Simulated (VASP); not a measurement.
# Li (Fm-3m) in VASP: a series of runs, part 3 of 3

VASP 6.6.1. Earlier steps stand in the parts before.

### Step 6. Relaxation of cell and atoms, r2SCAN

File run.py:

```python
from ase.calculators.vasp import Vasp
from ase.filters import FrechetCellFilter
from ase.io import read
from ase.optimize import LBFGS

atoms = read('Li.xyz')
calc = Vasp(
    directory='calc',
    xc='r2scan',
    pp='PBE',
    setups='recommended',
    prec='Accurate',
    encut=600,
    ediff=1e-06,
    ismear=0,
    sigma=0.1,
    lreal=False,
    lasph=True,
    nelm=100,
    algo='Normal',
    isif=2,
    lwave=False,
    lcharg=False,
    lmixtau=True,
    kpts=[10, 10, 10],
    gamma=True,
)
atoms.calc = calc
opt = LBFGS(FrechetCellFilter(atoms), trajectory='relax.traj')
converged = opt.run(fmax=0.005, steps=40)
print('converged:', converged)

print('energy (eV):', atoms.get_potential_energy())
print('free energy (eV):', atoms.get_potential_energy(force_consistent=True))
print('forces (eV/A):')
print(atoms.get_forces())
print('stress (eV/A^3, Voigt):', atoms.get_stress())
print('Fermi level (eV):', calc.get_fermi_level())
print('cell (A, degrees):', atoms.cell.cellpar())
print('volume (A^3):', atoms.get_volume())
print('scaled positions:')
print(atoms.get_scaled_positions())
```

File Li.xyz:

```xyz
1
Lattice="0.0000000000 2.2020000000 2.2020000000 2.2020000000 0.0000000000 2.2020000000 2.2020000000 2.2020000000 0.0000000000" Properties=species:S:1:pos:R:3 pbc="T T T"
Li     0.0000000000      0.0000000000      0.0000000000
```

Potentials or basis: VASP PAW PBE potentials, release 64 (Li_sv).

Command:

```sh
$ python run.py
```

Output:

```text
Step     Time          Energy          fmax
LBFGS:    0       -2.386470        0.063407
LBFGS:    1       -2.386499        0.057242
LBFGS:    2       -2.385744        0.000100
converged: True
energy (eV): -2.38432419
free energy (eV): -2.38574376
forces (eV/A):
[[ 0.  0. -0.]]
stress (eV/A^3, Voigt): [-4.81058074e-06 -4.81058074e-06 -4.81058074e-06 -0.00000000e+00
 -0.00000000e+00 -0.00000000e+00]
Fermi level (eV): 0.50943135
cell (A, degrees): [ 3.08522029  3.08522029  3.08522029 60.         60.         60.        ]
volume (A^3): 20.7655547417562
scaled positions:
[[0. 0. 0.]]
```

OUTCAR:

```text
ENCUT = 600.000000
   EDIFF = 1.00e-06
   METAGGA = R2SCAN
   PREC = Accurate
   ISIF = 2
   ISMEAR = 0
   NELM = 100
   LASPH = .TRUE.
   LREAL = .FALSE.

 ion  position               nearest neighbor table
   1  0.000  0.000  0.000-

  LATTYP: Found a face centered cubic cell.
 ALAT       =     4.3631603732

  Lattice vectors:

 A1 = (   0.0000000000,   2.1815801866,   2.1815801866)
 A2 = (   2.1815801866,   0.0000000000,   2.1815801866)
 A3 = (   2.1815801866,   2.1815801866,   0.0000000000)

Analysis of symmetry for initial positions (statically):
=====================================================================
 Subroutine PRICEL returns:
 Original cell was already a primitive cell.

 Routine SETGRP: Setting up the symmetry group for a
 face centered cubic supercell.

 Subroutine GETGRP returns: Found 48 space group operations
 (whereof 48 operations were pure point group operations)
 out of a pool of 48 trial point group operations.

The static configuration has the point symmetry O_h .

Analysis of symmetry for dynamics (positions and initial velocities):
=====================================================================
 Subroutine PRICEL returns:
 Original cell was already a primitive cell.

 Routine SETGRP: Setting up the symmetry group for a
 face centered cubic supercell.

 Subroutine GETGRP returns: Found 48 space group operations
 (whereof 48 operations were pure point group operations)
 out of a pool of 48 trial point group operations.

The dynamic configuration has the point symmetry O_h .

 Subroutine INISYM returns: Found 48 space group operations
 (whereof 48 operations are pure point group operations),
 and found     1 'primitive' translations

----------------------------------------------------------------------------------------

                                     Primitive cell

  volume of cell :      20.7656

  direct lattice vectors                    reciprocal lattice vectors
     0.000000000  2.181580187  2.181580187    -0.229191667  0.229191667  0.229191667
     2.181580187  0.000000000  2.181580187     0.229191667 -0.229191667  0.229191667
     2.181580187  2.181580187  0.000000000     0.229191667  0.229191667 -0.229191667

  length of vectors
     3.085220287  3.085220287  3.085220287     0.396971612  0.396971612  0.396971612

  position of ions in fractional coordinates (direct lattice)
[... 97 lines left out ...]
   ENCUT  =  600.0 eV  44.10 Ry    6.64 a.u.   6.16  6.16  6.16*2*pi/ulx,y,z
   NELM   =    100;   NELMIN=  2; NELMDL=  0     # of ELM steps
   EDIFF  = 0.1E-05   stopping-criterion for ELM
   LREAL  =      F    real-space projection
   EDIFFG = 0.1E-04   stopping-criterion for IOM
   NSW    =      0    number of steps for IOM
   IBRION =     -1    ionic relax: 0-MD 1-quasi-New 2-CG
   NFREE  =      0    steps in history (QN), initial steepest desc. (CG)
   ISIF   =      2    stress and relaxation
   ISYM   =      2    0-nonsym 1-usesym 2-fastsym
   POTIM  = 0.5000    time-step for ionic-motion
   TEBEG  =    0.0;   TEEND  =   0.0 temperature during run
   PSTRESS=    0.0 pullay stress
   NELECT =       3.0000    total number of electrons
   NUPDOWN=      -1.0000    fix difference up-down
   EMIN   =  10.00;   EMAX   =-10.00  energy-range for DOS
   EFERMI =   0.00;   METHOD = LEGACY
   ISMEAR =     0;   SIGMA  =   0.10  broadening in eV -4-tet -1-fermi 0-gaus
   EFERMI_NEDOS =   21; number of points for ismear=-14 and -15
   IALGO  =     38    algorithm
   IMIX   =      4    mixing-type and parameters
     AMIX     =   0.40;   BMIX     =  1.00
     AMIX_MAG =   1.60;   BMIX_MAG =  1.00
  volume/ion in A,a.u.               =      20.77       140.13
  Fermi-wavevector in a.u.,A,eV,Ry     =   0.859015  1.623303 10.039831  0.737907
  Thomas-Fermi vector in A             =   1.976306
   LORBIT       =      0    0 simple, 1 ext, 2 COOP (PROOUT), +10 PAW based schemes
   METAGGA = R2SCAN    functional components
   LHFCALC =     F    Hartree Fock is set to
   AEXX    =    0.0000 exact exchange contribution
   IVDW    =     0    specifies the selected vdW correction
   LEPSILON=     F    determine dielectric tensor
   LRPA    =     F    only Hartree local field effects (RPA)
 non-spin polarized calculation
 Gauss-broadening in eV      SIGMA  =   0.10
  energy-cutoff  :      600.00
  volume of cell :       20.77
 maximum number of plane-waves:       701
 NGX is ok and might be reduce to    28
   NGX = 13   NGY = 13   NGZ = 13

 number of electron       2.9999998 magnetization

 Free energy of the ion-electron system (eV)
  ---------------------------------------------------
  ext. energy  EPLUGINS =         0.00000000
  ---------------------------------------------------
  free energy    TOTEN  =        -2.38574376 eV

  energy without entropy =       -2.38290462  energy(sigma->0) =       -2.38432419

 E-fermi :   0.5094     XC(G=0):  -7.3840

 val. band max:        0.3109743870   @ k =  -0.4000   0.1000   0.0000
 cond. band min:       0.5413107044   @ k =   0.5000   0.3000   0.1000
 fundamental gap:      0.2303363174
 Fermi energy:         0.5094313529

 k-point     1 :       0.0000    0.0000    0.0000
  band No.  band energies     occupation
      1     -47.5401      2.00000
      2      -3.2715      2.00000
      3      16.2781      0.00000
      4      16.2781      0.00000
      5      16.2786      0.00000
[... 305 lines left out ...]
 k-point    40 :      -0.2000    0.3000    0.1000
  band No.  band energies     occupation
      1     -47.5222      2.00000
      2       0.0949      2.00000
      3       6.5612      0.00000
      4       9.1617      0.00000
      5      12.5008      0.00000

 [... further k-points ...]

------------------------ aborting loop because EDIFF is reached ----------------------------------------

  FORCE on cell =-STRESS in cart. coord.  units (eV):
  Direction    XX          YY          ZZ          XY          YZ          ZX
  --------------------------------------------------------------------------------------
  -------------------------------------------------------------------------------------
  Total        0.0000999      0.0000999      0.0000999      0.0000000      0.0000000      0.0000000
  in kB        0.0077074      0.0077074      0.0077074      0.0000000      0.0000000      0.0000000
  external PRESSURE =       0.0077074 kB  Pullay stress =       0.0000000 kB

 VOLUME and BASIS-vectors are now :
 -----------------------------------------------------------------------------
  energy-cutoff  :      600.00
  volume of cell :       20.77
      direct lattice vectors                 reciprocal lattice vectors
     0.000000000  2.181580187  2.181580187    -0.229191667  0.229191667  0.229191667
     2.181580187  0.000000000  2.181580187     0.229191667 -0.229191667  0.229191667
     2.181580187  2.181580187  0.000000000     0.229191667  0.229191667 -0.229191667

 POSITION                                       TOTAL-FORCE (eV/Angst)
 -----------------------------------------------------------------------------------
      0.00000      0.00000      0.00000         0.000000      0.000000     -0.000000
 -----------------------------------------------------------------------------------
    total drift:                               -0.000000     -0.000000     -0.000000

  FREE ENERGIE OF THE ION-ELECTRON SYSTEM (eV)
  ---------------------------------------------------
  free  energy   TOTEN  =        -2.3857437649 eV

  energy  without entropy=       -2.3829046156  energy(sigma->0) =       -2.38432419
```

INCAR:

```text
ENCUT = 600.000000
SIGMA = 0.100000
EDIFF = 1.00e-06
ALGO = Normal
METAGGA = R2SCAN
PREC = Accurate
ISIF = 2
ISMEAR = 0
NELM = 100
LASPH = .TRUE.
LCHARG = .FALSE.
LWAVE = .FALSE.
LMIXTAU = .TRUE.
LREAL = .FALSE.
```

Run time: 99 s. Hardware: 1 thread of Intel Xeon Platinum 8488C (Sapphire Rapids), shared host; peak memory 0.14 GiB.

Results:

```yaml
Free_energy: -2.3857 eV
Relaxed_volume: 20.77 Å³/atom
Relaxed_cell: a = 3.085 Å, b = 3.085 Å, c = 3.085 Å, α = 60.00°, β = 60.00°, γ = 60.00°
Space_group_after_relaxing_to_0.05_Å: Fm-3m (No. 225)
Energy_gained_by_relaxing: -0.7 meV/atom
Ionic_steps: 3
Pressure_after_relaxing: 0.0 GPa
Band_gap_on_the_k_mesh: none (metal or under the smearing width)
```

Step by step:
| step | energy change (eV) | largest force (eV/Å) | pressure (GPa) | volume (Å³) |
| --- | --- | --- | --- | --- |
| 1 | 0.0000 | 0.0000 | -0.48 | 21.35 |
| 2 | 0.0000 | 0.0000 | -0.43 | 21.30 |
| 3 | 0.0007 | 0.0000 | 0.00 | 20.77 |

Final structure:
```
CELL_PARAMETERS angstrom
0.00000 2.18158 2.18158
2.18158 0.00000 2.18158
2.18158 2.18158 0.00000
ATOMIC_POSITIONS crystal
Li 0.00000 0.00000 0.00000
```

Caveat: the cutoff is under 1.25 times the usual one of these potentials, so pressure, stress and relaxed cells hold a basis-set (Pulay) error; the PAW data sets were made with another functional, which shifts forces and pressure a little.

### Step 7. For comparison

An earlier run on the cell as given: functional PBE; potentials or basis VASP PAW PBE potentials, release 64 (Li_sv); cutoff 520 eV; k mesh 10 × 10 × 10; occupations fermi-dirac, width 0.05 eV; no spin polarisation.

* Band gap on the k mesh: none (metal or under the smearing width)

### Step 8. Summary

```tsv
task	level	potentials or basis	cell	k mesh	cutoff (eV)	smearing	grid for exact exchange (PRECFOCK)	optimiser	mesh quality	gap on the mesh (eV)
single point	RPBE	VASP PAW PBE potentials, release 64 (Li_sv)	as given	10 × 10 × 10	520	gaussian 0.05 eV	-	-	not flagged	none
relaxation of the atoms	RPBE+D3	VASP PAW PBE potentials, release 64 (Li_sv)	atoms relaxed from: volume scaled by 1.15	6 × 6 × 6	520	fermi-dirac 0.05 eV	-	-	not flagged	none
relaxation of the atoms	HSEsol	VASP PAW PBE potentials, release 54 (Li_sv)	atoms relaxed from: cell strained at random at fixed volume	5 × 5 × 5	520	gaussian 0.01 eV	Fast	-	coarse	none
relaxation of cell and atoms	r2SCAN	VASP PAW PBE potentials, release 64 (Li_sv)	relaxed	10 × 10 × 10	600	gaussian 0.1 eV	-	LBFGS	not flagged	none
single point	PBE	VASP PAW PBE potentials, release 64 (Li_sv)	as given	10 × 10 × 10	520	fermi-dirac 0.05 eV	-	-	not flagged	none
```

Alike in all rows: no spin polarisation.

Caveats: some runs use coarse meshes; the cutoff is under 1.25 times the usual one of these potentials, so pressure, stress and relaxed cells hold a basis-set (Pulay) error; the PAW data sets were made with another functional, which shifts forces and pressure a little (some runs); the relaxation stopped at its first step, so nothing moved (some runs); pairwise dispersion overbinds metals, which lowers pressure and volume (some runs).

Absolute energies hang on the potentials; compare differences alone.
